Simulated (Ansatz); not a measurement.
# InSe (R3m)

All numbers below come from DFT PBE+D3(BJ), scalar-relativistic, plane waves, PAW (Ansatz).

Settings: cutoff 420 eV, Γ-centred mesh 12×12×12 on the computed 4-atom cell, Gaussian smearing of 0.02 eV; no spin polarisation.

The structure is relaxed at this level of theory with its symmetry kept.

```
In Se
1.0
     2.01820    1.16521    8.30333
    -2.01820    1.16521    8.30333
     0.00000   -2.33041    8.30333
In Se
2 2
Cartesian
  0.0000 0.0000 0.0012
  0.0000 0.0000 2.7943
  0.0000 0.0000 15.3231
  0.0000 0.0000 20.6837
```

Problem. Kohn–Sham band gap?

Solution. 0.30 eV.

Problem. Löwdin character of the top 1 eV of the valence band?

Solution. Se 4p 69 %, In 5p 20 %, In 5s 7 %.

Problem. Löwdin character of the lowest 1 eV of the conduction band?

Solution. Se 4p 31 %, In 5p 30 %, In 5s 28 %, Se 4s 8 %.

Problem. Bader charges (e)?

Solution. In (1 in the cell) 0.69, In (1 in the cell) 0.69, Se (1 in the cell) -0.69, Se (1 in the cell) -0.69.